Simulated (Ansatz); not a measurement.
MgO built on the zincblende prototype, relaxed with r2SCAN in Ansatz: the symmetry is F-43m (No. 216, cubic); a = 4.564 Å in the conventional setting, 11.88 Å³ an atom. Mg has 4 O at 1.98 Å; O has 4 Mg at 1.98 Å. The cell was then strained (x, y and z are the cube axes), with the atoms relaxed again; stress is positive in compression. The cell comes from a prototype generator: it can be a known phase or a hypothetical one. Spin polarisation is off.

- Uniaxial +2.0 % along x, other directions held: r2SCAN's stress changes by -3.09 GPa along the strain and -2.07 GPa across it.
- Isotropic -1.33 % on every length: the pressure changes by +5.47 GPa, and the HSE06 gap (Γ) goes from 5.268 to 5.527 eV.
- Epitaxial strain of -1.13 % in the (001) plane: the free normal strain is +1.57 % and the in-plane stress changes by +1.32 GPa.
- In that film r2SCAN's threefold valence top at Γ splits as 2+1 from the top, by 0.061 eV.
- Uniaxial strain of +1.79 % along [111], atoms relaxed: the xy stress changes by -1.057 GPa.

Problem. Estimate C₁₁, C₁₂ and the bulk modulus from the uniaxial step.

Solution. With compression positive, C₁₁ ≈ −Δσ∥/ε = (+3.09)/(+0.0200) = 154 GPa and C₁₂ ≈ (+2.07)/(+0.0200) = 103 GPa; B = (C₁₁ + 2C₁₂)/3 = 120 GPa. A one-sided step carries third-order terms: it reads low by some per cent.

Problem. What bulk modulus does the isotropic step give?

Solution. Δ ln V = 3 ln(0.9867) = -0.0402, so B ≈ −ΔP/Δ ln V = 136 GPa, against 120 GPa from C₁₁ and C₁₂; one-sided steps of finite size carry third-order terms.

Problem. Give the volume deformation potential of that gap and its pressure coefficient.

Solution. a_V = ΔE_g/Δ ln V = (+0.259)/(-0.0402) = -6.45 eV; dE_g/dP = −a_V/B = +47 meV/GPa, with HSE06's gap and r2SCAN's modulus.

Problem. What do the film's normal strain and stress say about the elastic constants?

Solution. ε⊥/ε∥ = (+0.0157)/(-0.0113) = -1.39, which linear elasticity sets to −2C₁₂/C₁₁ = -1.34 from the uniaxial step. The biaxial modulus is M = −Δσ/ε∥ = 117 GPa (C₁₁ + C₁₂ − 2C₁₂²/C₁₁ = 119 GPa).

Problem. How much elastic energy does the film store, with 11.88 Å³ an atom?

Solution. u = M ε∥² = −Δσ ε∥ = -1.32 × (-0.0113) = 0.0149 GPa, and 1 GPa Å³ is 6.2415 meV: 1.11 meV an atom. The total energies of the two runs differ by 1.10 meV an atom.

Problem. Extract the shear deformation potential b.

Solution. Without spin-orbit coupling the splitting is 3|b| |ε_zz − ε_xx| = 3|b| × 0.0270, so |b| = 0.061/0.0810 = 0.75 eV.

Problem. Estimate C₄₄.

Solution. A strain ε along [111] has ε_xy = ε/3 = +0.00597, an engineering shear of 2ε/3, so C₄₄ ≈ −Δσ_xy/(2ε/3) = 89 GPa, atoms relaxed.

The meshes of the hybrids are coarse, so their gaps aren't converged to the digits shown.
